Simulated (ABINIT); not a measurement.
# SnTe (Fm-3m) in ABINIT: further runs

Aim: see how the results for SnTe move with the level of theory and the settings. Levels: PBE, LDA, PBEsol. Tasks: single point.

Everything below comes from runs of ABINIT 10.8.3 (patched build). Logs are shortened: lines on timing, memory, paths and dates and some standing lists are left out, and cuts for length are marked. The log counts tension as positive stress, the text compression.

## (1) Starting point

It takes space group Fm-3m (No. 225, cubic). Conventional cell: a = 6.302 Å, b = 6.302 Å, c = 6.302 Å, α = 90.00°, β = 90.00°, γ = 90.00°. Around Te (site symmetry m-3m) lie 6 Sn at 3.15 Å. Sn (site symmetry m-3m) has 6 Te at 3.15 Å as nearest neighbours.

## (2) Single point, PBE

The input, run.abi:

```
pp_dirpath "./"
pseudos "Te.GGA_PBE-JTH.xml, Sn.GGA_PBE-JTH.xml"

acell 4.455974803 4.455974803 4.455974803 Angstrom
rprim
     0.0000000000     0.7071067812     0.7071067812
     0.7071067812     0.0000000000     0.7071067812
     0.7071067812     0.7071067812     0.0000000000
ntypat 2
znucl 52 50
natom 2
typat 1 2
xred
     0.5000000000     0.5000000000     0.5000000000
     0.0000000000     0.0000000000     0.0000000000

ecut 26.0
pawecutdg 48.0
pawxcdev 0

kptopt 1
ngkpt 7 7 7
nshiftk 1
shiftk 0.0 0.0 0.0

ixc 11

nband 14
occopt 3
tsmear 0.05 eV

nstep 100
tolvrs 1.0e-9

iomode 3
prtwf 0
prtden 0
prteig 0
prtebands 0
enunit 1
```

Potentials or basis: JTH PAW PBE v2.0.

Launch:

```sh
$ abinit run.abi > log 2>&1
```

run.abo:

```text
.Version 10.8.3 of ABINIT
 Symmetries : space group Fm -3 m (#225); Bravais cF (face-center cubic)
================================================================================
 Values of the parameters that define the memory need of the present run
     intxc =       0    ionmov =       0      iscf =      17    lmnmax =      18
     lnmax =       6     mgfft =      40  mpssoang =       3    mqgrid =    3001
     natom =       2  nloc_mem =       2    nspden =       1   nspinor =       1
    nsppol =       1      nsym =      48    n1xccc =       1    ntypat =       2
    occopt =       3   xclevel =       2
       mpw =        2698          nfft =       64000          nkpt =          20
 PAW method is used; the additional fine FFT grid is defined by:
   mgfftf=        54    nfftf =    157464
================================================================================
================================================================================

--------------------------------------------------------------------------------
------------- Echo of variables that govern the present computation ------------
--------------------------------------------------------------------------------
 -outvars: echo values of preprocessed input variables --------
            acell      8.4205720016E+00  8.4205720016E+00  8.4205720016E+00 Bohr
              amu      1.27600000E+02  1.18710000E+02
             ecut      2.60000000E+01 Hartree
           enunit           1
              ixc          11
         kptrlatt        7    0    0      0    7    0      0    0    7
          kptrlen      5.89440040E+01
            natom           2
            nband          14
            ngfft          40      40      40
          ngfftdg          54      54      54
             nkpt          20
            nstep         100
             nsym          48
           ntypat           2
           occopt           3
        pawecutdg      4.80000000E+01 Hartree
         pawxcdev           0
           prtden           0
        prtebands           0
           prteig           0
            prtwf           0
            rprim      0.0000000000E+00  7.0710678120E-01  7.0710678120E-01
                       7.0710678120E-01  0.0000000000E+00  7.0710678120E-01
                       7.0710678120E-01  7.0710678120E-01  0.0000000000E+00
          spgroup         225
           tolvrs      1.00000000E-09
           tsmear      1.83746611E-03 Hartree
            typat      1  2
           useylm           1
           xangst      3.1508500001E+00  3.1508500001E+00  3.1508500001E+00
                       0.0000000000E+00  0.0000000000E+00  0.0000000000E+00
            xcart      5.9542435639E+00  5.9542435639E+00  5.9542435639E+00
                       0.0000000000E+00  0.0000000000E+00  0.0000000000E+00
             xred      5.0000000000E-01  5.0000000000E-01  5.0000000000E-01
                       0.0000000000E+00  0.0000000000E+00  0.0000000000E+00
            znucl       52.00000   50.00000

================================================================================

 chkinp: Checking input parameters for consistency.

================================================================================
== DATASET  1 ==================================================================

--- !DatasetInfo
iteration_state: {dtset: 1, }
dimensions: {natom: 2, nkpt: 20, mband: 14, nsppol: 1, nspinor: 1, nspden: 1, mpw: 2698, }
cutoff_energies: {ecut:  26.0, pawecutdg:  48.0, }
electrons: {nelect:   2.00000000E+01, charge:   0.00000000E+00, occopt:   3.00000000E+00, tsmear:   1.83746611E-03, }
meta: {optdriver: 0, ionmov: 0, optcell: 0, iscf: 17, paral_kgb: 0, }
...

 Exchange-correlation functional for the present dataset will be:
  GGA: Perdew-Burke-Ernzerhof functional - ixc=11
  J.P.Perdew, K.Burke, M.Ernzerhof, PRL 77, 3865 (1996)

 Real(R)+Recip(G) space primitive vectors, cartesian coordinates (Bohr,Bohr^-1):
 R(1)=  0.0000000  5.9542436  5.9542436  G(1)= -0.0839737  0.0839737  0.0839737
 R(2)=  5.9542436  0.0000000  5.9542436  G(2)=  0.0839737 -0.0839737  0.0839737
 R(3)=  5.9542436  5.9542436  0.0000000  G(3)=  0.0839737  0.0839737 -0.0839737
 Unit cell volume ucvol=  4.2219179E+02 bohr^3
 Angles (23,13,12)=  6.00000000E+01  6.00000000E+01  6.00000000E+01 degrees

 Coarse grid specifications (used for wave-functions):

 getcut: wavevector=  0.0000  0.0000  0.0000  ngfft=  40  40  40
         ecut(hartree)=     26.000   => boxcut(ratio)=   2.06951

 Fine grid specifications (used for densities):

 getcut: wavevector=  0.0000  0.0000  0.0000  ngfft=  54  54  54
         ecut(hartree)=     48.000   => boxcut(ratio)=   2.05691

--- Pseudopotential description ------------------------------------------------
- pspini: atom type   1  psp file is ./Te.GGA_PBE-JTH.xml
 Pseudopotential format is: paw10
 basis_size (lnmax)=  4 (lmn_size=  8), orbitals=   0   0   1   1
 Spheres core radius: rc_sph= 2.31107438
 Shapefunction is SIN type: shapef(r)=[sin(pi*r/rshp)/(pi*r/rshp)]**2
 Radius for shape functions =  2.10488624
 Compensation charge density is not taken into account in XC energy/potential

- pspini: atom type   2  psp file is ./Sn.GGA_PBE-JTH.xml
 Pseudopotential format is: paw10
 basis_size (lnmax)=  6 (lmn_size= 18), orbitals=   0   0   1   1   2   2
 Spheres core radius: rc_sph= 2.51086398
 Shapefunction is BESSEL type: shapef(r,l)=aa(1,l)*jl(q(1,l)*r)+aa(2,l)*jl(q(2,l)*r)
 Radius for shape functions =  1.40702157
 Compensation charge density is not taken into account in XC energy/potential

   2.71771569E+03                                ecore*ucvol(ha*bohr**3)
--------------------------------------------------------------------------------

[... 7 lines left out ...]

     iter   Etot(hartree)      deltaE(h)  residm     nres2
 ETOT  1  -77.977686376646    -7.798E+01 1.872E-01 9.456E-01
 ETOT  2  -78.056443125183    -7.876E-02 7.166E-03 1.562E-01
 ETOT  3  -78.056383979933     5.915E-05 7.153E-04 3.650E-02
 ETOT  4  -78.056441577710    -5.760E-05 4.015E-04 1.288E-03
 ETOT  5  -78.056448971948    -7.394E-06 2.030E-04 9.221E-05
 ETOT  6  -78.056449853213    -8.813E-07 2.289E-04 9.723E-06
 ETOT  7  -78.056449934108    -8.089E-08 1.081E-04 7.468E-07
 ETOT  8  -78.056449941248    -7.141E-09 1.174E-04 6.548E-08
 ETOT  9  -78.056449941465    -2.171E-10 5.324E-05 1.457E-09
 ETOT 10  -78.056449941463     2.672E-12 5.484E-05 7.522E-11

 At SCF step   10       nres2   =  7.52E-11 < tolvrs=  1.00E-09 =>converged.

 Cartesian components of stress tensor (hartree/bohr^3)
  sigma(1 1)= -6.56818479E-05  sigma(3 2)=  0.00000000E+00
  sigma(2 2)= -6.56818479E-05  sigma(3 1)=  0.00000000E+00
  sigma(3 3)= -6.56818479E-05  sigma(2 1)=  0.00000000E+00

--- !ResultsGS
iteration_state: {dtset: 1, }
comment   : Summary of ground state results
lattice_vectors:
- [  0.0000000,   5.9542436,   5.9542436, ]
- [  5.9542436,   0.0000000,   5.9542436, ]
- [  5.9542436,   5.9542436,   0.0000000, ]
lattice_lengths: [   8.42057,    8.42057,    8.42057, ]
lattice_angles: [ 60.000,  60.000,  60.000, ] # degrees, (23, 13, 12)
lattice_volume:   4.2219179E+02
convergence: {deltae:  2.672E-12, res2:  7.522E-11, residm:  5.484E-05, diffor: null, }
etotal    :  -7.80564499E+01
entropy   :   0.00000000E+00
fermie    :  -2.55632503E-02
cartesian_stress_tensor: # hartree/bohr^3
- [ -6.56818479E-05,   0.00000000E+00,   0.00000000E+00, ]
- [  0.00000000E+00,  -6.56818479E-05,   0.00000000E+00, ]
- [  0.00000000E+00,   0.00000000E+00,  -6.56818479E-05, ]
pressure_GPa:   1.9324E+00
xred      :
- [  5.0000E-01,   5.0000E-01,   5.0000E-01, Te]
- [  0.0000E+00,   0.0000E+00,   0.0000E+00, Sn]
cartesian_forces: # hartree/bohr
- [ -0.00000000E+00,  -0.00000000E+00,  -0.00000000E+00, ]
- [ -0.00000000E+00,  -0.00000000E+00,  -0.00000000E+00, ]
force_length_stats: {min:   0.00000000E+00, max:   0.00000000E+00, mean:   0.00000000E+00, }
...

 Integrated electronic density in atomic spheres:
 ------------------------------------------------
 Atom  Sphere_radius  Integrated_density
    1        2.31107          3.11629941
    2        2.51086         11.80819534

================================================================================

 ----iterations are completed or convergence reached----

 Mean square residual over all n,k,spin=   19.764E-08; max=  54.837E-06
 reduced coordinates (array xred) for    2 atoms
       0.500000000000      0.500000000000      0.500000000000
       0.000000000000      0.000000000000      0.000000000000
 rms dE/dt=  0.0000E+00; max dE/dt=  0.0000E+00; dE/dt below (all hartree)
    1       0.000000000000      0.000000000000      0.000000000000
    2       0.000000000000      0.000000000000      0.000000000000

 cartesian coordinates (angstrom) at end:
    1      3.15085000005763     3.15085000005763     3.15085000005763
    2      0.00000000000000     0.00000000000000     0.00000000000000

 cartesian forces (hartree/bohr) at end:
    1     -0.00000000000000    -0.00000000000000    -0.00000000000000
    2     -0.00000000000000    -0.00000000000000    -0.00000000000000
 frms,max,avg= 0.0000000E+00 0.0000000E+00   0.000E+00  0.000E+00  0.000E+00 h/b

 cartesian forces (eV/Angstrom) at end:
    1     -0.00000000000000    -0.00000000000000    -0.00000000000000
    2     -0.00000000000000    -0.00000000000000    -0.00000000000000
 frms,max,avg= 0.0000000E+00 0.0000000E+00   0.000E+00  0.000E+00  0.000E+00 e/A
 length scales=  8.420572001616  8.420572001616  8.420572001616 bohr
              =  4.455974803000  4.455974803000  4.455974803000 angstroms
 Fermi (or HOMO) energy (eV) =  -0.69561   Average Vxc (eV)=  -9.49665
 Eigenvalues (   eV  ) for nkpt=  20  k points:
 kpt#   1, nband= 14, wtk=  0.00292, kpt=  0.0000  0.0000  0.0000 (reduced coord)
 -22.66743  -22.66743  -22.66356  -22.66356  -22.66356  -13.58180   -5.45659   -2.91237
  -2.91237   -2.91237    2.67058    2.67058    2.67058    4.03924
 prteigrs : prtvol=0 or 1, do not print more k-points.

--- !EnergyTerms
iteration_state     : {dtset: 1, }
comment             : Components of total free energy in Hartree
kinetic             :  1.41383160994349E+01
hartree             :  2.91131608017360E+01
xc                  : -1.09480214962116E+01
Ewald energy        : -5.23476707185128E+01
psp_core            :  6.43715902776218E+00
local_psp           : -7.88296082468950E+01
PAW spherical_terms :  1.43802205328797E+01
internal            : -7.80564439998066E+01
'-kT*entropy'       : -2.65096514194136E-06
total_energy        : -7.80564466507717E+01
total_energy_eV     : -2.12402411880296E+03
...

--- !EnergyTermsDC
iteration_state     : {dtset: 1, }
comment             : '"Double-counting" decomposition of free energy'
band_energy         : -1.06118665246692E+01
Ewald energy        : -5.23476707185128E+01
psp_core            :  6.43715902776218E+00
xc_dc               : -3.24802192952658E+01
PAW spherical_terms :  1.09461502201881E+01
internal            : -7.80564472904975E+01
'-kT*entropy'       : -2.65096514194136E-06
total_energy_dc     : -7.80564499414627E+01
total_energy_dc_eV  : -2.12402420834722E+03
...

--- !EnergyTermsWithPAWCore
iteration_state     : {dtset: 1, }
comment             : 'Components of total free energy, including PAW core contributions'
Total energy        : -1.29719568920171E+04
Total energy DC     : -1.29719568953078E+04
Total energy (eV)   : -3.52984929354893E+05
Total energy DC (eV): -3.52984929444437E+05
...

 Cartesian components of stress tensor (hartree/bohr^3)
  sigma(1 1)= -6.56818479E-05  sigma(3 2)=  0.00000000E+00
  sigma(2 2)= -6.56818479E-05  sigma(3 1)=  0.00000000E+00
  sigma(3 3)= -6.56818479E-05  sigma(2 1)=  0.00000000E+00

-Cartesian components of stress tensor (GPa)         [Pressure=  1.9324E+00 GPa]
- sigma(1 1)= -1.93242668E+00  sigma(3 2)=  0.00000000E+00
- sigma(2 2)= -1.93242668E+00  sigma(3 1)=  0.00000000E+00
- sigma(3 3)= -1.93242668E+00  sigma(2 1)=  0.00000000E+00

== END DATASET(S) ==============================================================
================================================================================

 -outvars: echo values of variables after computation  --------
            acell      8.4205720016E+00  8.4205720016E+00  8.4205720016E+00 Bohr
           etotal     -7.8056449941E+01
            fcart     -0.0000000000E+00 -0.0000000000E+00 -0.0000000000E+00
                      -0.0000000000E+00 -0.0000000000E+00 -0.0000000000E+00
            rprim      0.0000000000E+00  7.0710678120E-01  7.0710678120E-01
                       7.0710678120E-01  0.0000000000E+00  7.0710678120E-01
                       7.0710678120E-01  7.0710678120E-01  0.0000000000E+00
           strten     -6.5681847895E-05 -6.5681847895E-05 -6.5681847895E-05
                       0.0000000000E+00  0.0000000000E+00  0.0000000000E+00
           xangst      3.1508500001E+00  3.1508500001E+00  3.1508500001E+00
                       0.0000000000E+00  0.0000000000E+00  0.0000000000E+00
             xred      5.0000000000E-01  5.0000000000E-01  5.0000000000E-01
                       0.0000000000E+00  0.0000000000E+00  0.0000000000E+00
 Calculation completed.
```

Wall time 25 s (1 thread of Arm Neoverse V1, shared host); peak memory 0.14 GiB.

What came out:

```yaml
Free_energy: -2124.0242 eV
Pressure: 1.9 GPa
Valence_electrons_inside_the_program's_atomic_spheres: Te 3.12; Sn 11.81
```

Caveat: this odd mesh misses L, where the gap lies, so gap, dielectric constants and Born charges aren't listed. Spin-orbit coupling is left out, which matters for the levels of Te.

## (3) Single point, LDA

Edit run.abi of step 2 so:

```diff
@@ -18,3 +18,2 @@
 pawecutdg 48.0
-pawxcdev 0
 
@@ -25,3 +24,3 @@
 
-ixc 11
+ixc 7
```

Potentials or basis: JTH PAW PBE v2.0.

Launch:

```sh
$ abinit run.abi > log 2>&1
```

It took 22 s on 1 thread of Arm Neoverse V1, shared host; peak memory 0.12 GiB.

It converged, with:

* Free energy: -2130.2970 eV
* Pressure: -1.8 GPa
* Valence electrons inside the program's atomic spheres: Te 3.13; Sn 11.83

Levels at points of the mesh, in eV from the Fermi level:
```tsv
k point	band 8	band 9	band 10	band 11	band 12	band 13
(0.00, 0.00, 0.00)	-2.13	-2.13	-2.13	3.35	3.35	3.35
```

Caveat: this odd mesh misses L, where the gap lies, so gap, dielectric constants and Born charges aren't listed; the PAW data sets were made with another functional, which shifts forces and pressure a little. Spin-orbit coupling is left out, which matters for the levels of Te.

(Continued in part 2 of 2.)
